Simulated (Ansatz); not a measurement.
This guess for Ge is about to be relaxed.

```
CELL_PARAMETERS angstrom
2.92619 0.00000 0.00000
1.46310 5.28517 0.00000
1.46310 0.00000 5.29032
ATOMIC_POSITIONS crystal
Ge 0.87002 0.25996 0.00000
Ge 0.87998 0.24004 0.50000
Ge 0.12998 0.74004 0.00000
Ge 0.62002 0.75996 0.50000
```

Computed with DFT PBE, scalar-relativistic, plane waves, PAW (Ansatz). Cutoff 420 eV, Gaussian smearing, Γ-centred meshes. Cell and atoms relax on a converged mesh. In metals the finer mesh still leaves noise of several meV/atom or more. The steps can't lower the symmetry of their start. No spin polarisation.

A guess keeps its type if space group and coordination stay and the shape of the cell changes little (axis ratios within about 15 %, angles within 6°); the volume may change.

Problem. Does it keep its structure type, or change into something else?

Solution. It keeps its type. The symmetry stays Fddd (No. 70). The volume per atom shrinks by 2.5 %, from 20.5 to 20.0 Å³. The shortest distance goes from 2.75 Å (Ge–Ge) to 2.77 Å (Ge–Ge). Counting neighbours within 15 % of an atom's shortest distance, the start has Ge 7 and the end Ge 7.

Energies count from the standard state of Ge at the same level.

Problem. At what energy does it end?

Solution. +0.31 eV/atom. It lies above the standard state, so it could only be metastable.

The last run used a 16×16×16 mesh for its 4-atom cell and Gaussian smearing of 0.10 eV. A structure relaxed within its symmetry needn't be a true minimum.
